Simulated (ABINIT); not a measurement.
# C: band structure with PBEsol

Crystal: C.

```
C
1.0
     2.52210    0.00000    0.00000
    -1.26105    2.18420    0.00000
     0.00000    0.00000   12.35570
C
12
Direct
  0.66667 0.33333 0.35417
  0.33333 0.66667 0.85417
  0.66667 0.33333 0.14583
  0.33333 0.66667 0.64583
  0.66667 0.33333 0.47917
  0.33333 0.66667 0.97917
  0.66667 0.33333 0.02083
  0.33333 0.66667 0.52083
  0.00000 0.00000 0.81250
  0.00000 0.00000 0.31250
  0.00000 0.00000 0.68750
  0.00000 0.00000 0.18750
```

This is a hexagonal form of diamond, not graphite.

```yaml
Program: ABINIT 10.8.3 (patched build)
Task: band structure
Functional: PBEsol
Potentials_or_basis: JTH PAW PBE v2.0
Cutoff: 517 eV
k_mesh: 12 × 12 × 3
Occupations: fermi-dirac, width 0.05 eV
Spin: no spin polarisation
Fine-grid_cutoff: 1034.03 eV
```

- Pressure: -5.0 GPa
- Largest force: 0.340 eV/Å
- Band gap on the k mesh: 4.25 eV, indirect (least direct gap 5.24 eV)
- Band gap along the path: 4.22 eV, indirect (least direct gap 5.24 eV)

Forces on the atoms (eV/Å):
```
C    0.000  0.000  0.310
C    0.000  0.000  0.310
C    0.000  0.000 -0.310
C    0.000  0.000 -0.310
C    0.000  0.000 -0.024
C    0.000  0.000 -0.024
C    0.000  0.000  0.024
C    0.000  0.000  0.024
C    0.000  0.000  0.340
C    0.000  0.000  0.340
C    0.000  0.000 -0.340
C    0.000  0.000 -0.340
```

Stress tensor (GPa, compression positive):
```
-7.73  0.00  0.00
 0.00 -7.73  0.00
 0.00  0.00  0.49
```

Levels at the corners of the path, in eV from the valence-band top:
| point | band 21 | band 22 | band 23 | band 24 | band 25 | band 26 | band 27 | band 28 |
| --- | --- | --- | --- | --- | --- | --- | --- | --- |
| Γ | -0.99 | -0.15 | 0.00 | 0.00 | 5.24 | 5.24 | 5.61 | 6.32 |
| M | -4.08 | -4.08 | -3.66 | -2.90 | 4.37 | 4.95 | 5.10 | 5.47 |
| K | -6.09 | -4.82 | -4.57 | -4.57 | 5.42 | 5.42 | 6.11 | 8.56 |
| Γ | -0.99 | -0.15 | 0.00 | 0.00 | 5.24 | 5.24 | 5.61 | 6.32 |
| A | -0.33 | -0.33 | -0.33 | -0.33 | 5.64 | 5.64 | 5.64 | 5.64 |
| L | -3.78 | -3.78 | -3.25 | -3.25 | 4.54 | 4.54 | 5.76 | 5.76 |
| H | -5.36 | -5.36 | -4.80 | -4.80 | 5.65 | 5.65 | 6.98 | 6.98 |
| A | -0.33 | -0.33 | -0.33 | -0.33 | 5.64 | 5.64 | 5.64 | 5.64 |

Run time: 7.7 min on 1 thread of Arm Neoverse V2, with other jobs on the host, peak memory 0.38 GiB.

Caveat: the PAW data sets were made with another functional, which shifts forces and pressure a little; the atomic spheres overlap. A hybrid or GW would open this gap; PBEsol tends to underestimate it.
